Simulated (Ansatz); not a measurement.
An Ansatz input:

```yaml
crystal:
  lattice:
    - [3.9339228341, 0.0, 0.0]
    - [-1.966961417, 3.4068771108, 0.0]
    - [0.0, 0.0, 2.4658759749]
  atoms:
    - { symbol: Mn, position: [1.0, 1.0, 0.0] }
    - { symbol: Mn, position: [0.3333333333, 0.6666666667, 0.5] }
    - { symbol: Mn, position: [0.6666666667, 0.3333333333, 0.5] }
hamiltonian:
  xc: rpbe
  pseudopotentials:
    kind: paw
    azcp:
      Mn: "pseudopotentials/Mn.paw.azcp"
basis:
  ecutwfc: 420
  fft_grid_basis: typed
kpoints:
  mp_grid: { grid: [12, 12, 17], shift: [0, 0, 0] }
magnetization:
  spin_polarized: false
scf:
  occupations: { method: fermi_dirac, width: 0.1 }
output:
  write_density: true
  write_potential: true
  elf: true
  volumetric_format: npy
```

Output

```
Engine: ansatz 0.2.0, x86_64-unknown-linux-gnu
Pseudopotentials: kind: paw
Pseudopotential: Mn, paw, valence charge 15, recommended cutoff 420 eV (normal) 
Functional definition: RPBE
  parameter kappa = 0.804
  parameter beta = 0.06672455060314922
  exchange = rpbe_x(kappa = kappa, mu = beta*pi^2/3)
  correlation = pbe_c(beta = beta)
Crystal: 3 atoms, lattice volume = 33.049 Å³
Basis set: ecut = 420 eV, 633 PW (Γ)
Bands: 27, of which v1, the nominal top of the filled ones, is band 23 counted from 1 (22 counted from 0)
Symmetry: 24 space group operations
Space group: P6/mmm (ITA 191), of the structure as read, at distance tolerance 3.2e-5 Å
k-points: 171 of 2448
Non-local potential: Mn, projectors of the file, l = 0: 3, l = 1: 2, l = 2: 3, l = 3: 1
PAW form: soft (Blöchl's): semilocal exchange-correlation on the pseudo side does not see the compensation charge
PAW frozen core: Mn, regenerated for the run's functional, and the local potential with it (the file was generated under x = pbe(κ = 0.804, μ = 0.2195149727645171), c = pbe(β = 0.06672455060314922))
PAW one-centre angular grid: Mn, 590 points (default); XC on 64 Gauss nodes
Initial density: superposition of atomic densities (neutral atoms: chi_scale 0, normalization atom), corrected by the library's trained network
Initial wavefunctions: pseudopotential atomic-orbital guess
Functional: x = rpbe, c = pbe(β = 0.06672455060314922)
SCF iter   1: F=—  HF=-11710.055374 eV  |F-HF|=—  |Δ(HF+E_count)|=         —  Δρ=7.53e-3  dr2=8.57e-3  ethr=1.77e-3  ⟨swp⟩=3.3  Hψ=14263  notcnv=0
SCF iter   2: F=—  HF=-11710.055039 eV  |F-HF|=—  |Δ(HF+E_count)|=   3.35e-4  Δρ=3.33e-3  dr2=1.30e-3  ethr=1.91e-5  ⟨swp⟩=2.0  Hψ=10520  notcnv=0
SCF iter   3: F=—  HF=-11710.055581 eV  |F-HF|=—  |Δ(HF+E_count)|=   5.42e-4  Δρ=1.14e-3  dr2=1.97e-4  ethr=2.89e-6  ⟨swp⟩=2.4  Hψ=6661  notcnv=0
SCF iter   4: F=—  HF=-11710.055606 eV  |F-HF|=—  |Δ(HF+E_count)|=   2.45e-5  Δρ=3.20e-4  dr2=2.08e-5  ethr=4.37e-7  ⟨swp⟩=2.2  Hψ=6903  notcnv=0
SCF iter   5: F=—  HF=-11710.055601 eV  |F-HF|=—  |Δ(HF+E_count)|=   4.34e-6  Δρ=1.05e-4  dr2=2.11e-6  ethr=4.63e-8  ⟨swp⟩=2.0  Hψ=6273  notcnv=0
SCF iter   6: F=-11710.055601 eV  HF=-11710.055601 eV  |F-HF|=2.04e-8  |Δ(HF+E_count)|=   7.14e-8  Δρ=1.58e-5  dr2=4.93e-8  ethr=2.22e-10  ⟨swp⟩=2.2  Hψ=14637  notcnv=0
SCF 1 converged in 6 iterations: F = -11710.055601 eV  dr2 = 4.93e-8
SCF converged after 6 iterations
Free energy (F): -11710.055601 eV
Harris-Foulkes:  -11710.055601 eV  (|F-HF|=2.04e-8)
Internal energy: -11709.937044 eV  (E = F + TS)
E sigma→0 (E₀):  -11709.996323 eV
Entropy (-TS):   -0.118557 eV (-39.519 meV/atom)
Fermi energy:    19.801243 eV
--- Per-component energies (eV) ---
  E_band       = -493.347794
  E_kinetic    = 924.466756
  E_local      = -4788.377423  (includes V_loc(G=0)·N_el)
  E_nonlocal   = 707.637977
  E_hartree    = 1992.972544
  E_xc         = -346.897421
  E_vxc        = -444.006011  (∫ρ·V_xc dr)
  E_paw        = -3903.840404  (= ΣΔE_a)
  E_vpaw       = -879.032583  (= ΣTr[D̂ρ^β])
  E_aug_tail   = -0.000026  (compensation charges beyond the density's cutoff)
  E_ewald      = -6295.749983
  E_core_change = -0.149063  (= ΣΔE_core)
  E_smearing   = -0.118557  (= −TS)
  E_closure    = -0.000000  (closes the sum)
  Σ components = -11710.055601   (vs F -11710.055601, Δ=0.00e0)
--- Band table (eV; the first three rows and the last of 171) ---
  k-point 0: bands = ["-59.5840", "-59.3601", "-59.3391", "-28.4441", "-28.4441", "-28.1349", "-28.1349", "-28.0330", "-27.8644", "-27.8165", "-27.7366", "-27.7366", "11.6128", "15.9063", "17.6184", "17.6184", "17.6381", "17.6381", "18.1212", "18.7010", "19.2776", "19.2776", "19.7278", "19.7278", "19.8230", "19.8230", "21.6916"]
  k-point 1: bands = ["-59.5815", "-59.3583", "-59.3378", "-28.4423", "-28.4423", "-28.1305", "-28.1305", "-28.0467", "-27.8777", "-27.8321", "-27.7382", "-27.7382", "11.7108", "15.9737", "17.5449", "17.5449", "17.5860", "17.5860", "18.2291", "18.7721", "19.1952", "19.1952", "19.8205", "19.8205", "19.8607", "19.8607", "21.6646"]
  k-point 2: bands = ["-59.5744", "-59.3534", "-59.3343", "-28.4371", "-28.4371", "-28.1178", "-28.1178", "-28.0858", "-27.9159", "-27.8768", "-27.7430", "-27.7430", "11.9998", "16.1644", "17.3392", "17.3392", "17.4421", "17.4421", "18.5453", "18.9839", "19.0889", "19.0889", "19.8030", "19.8030", "20.1092", "20.1092", "21.5981"]
  k-point 170: bands = ["-59.4098", "-59.4098", "-59.3043", "-28.5744", "-28.3786", "-28.3786", "-28.1585", "-28.1111", "-28.1111", "-27.9229", "-27.9229", "-27.7496", "15.3354", "16.7802", "16.7802", "16.9119", "17.1298", "17.1298", "18.5709", "18.5709", "19.1779", "19.1779", "20.1223", "21.3564", "21.8084", "21.8753", "21.8753"]
```

Launched by

```sh
ansatz run input.yaml --threads 2 --pin off --max-ram 5120MiB --backend cpu --events-out ev --progress --plain --runs-dir out
```

On 2 threads of Intel(R) Xeon(R) 6975P-C (Granite Rapids) (shared host) this took about 2.3 s of wall time and 4.2 s of CPU time.
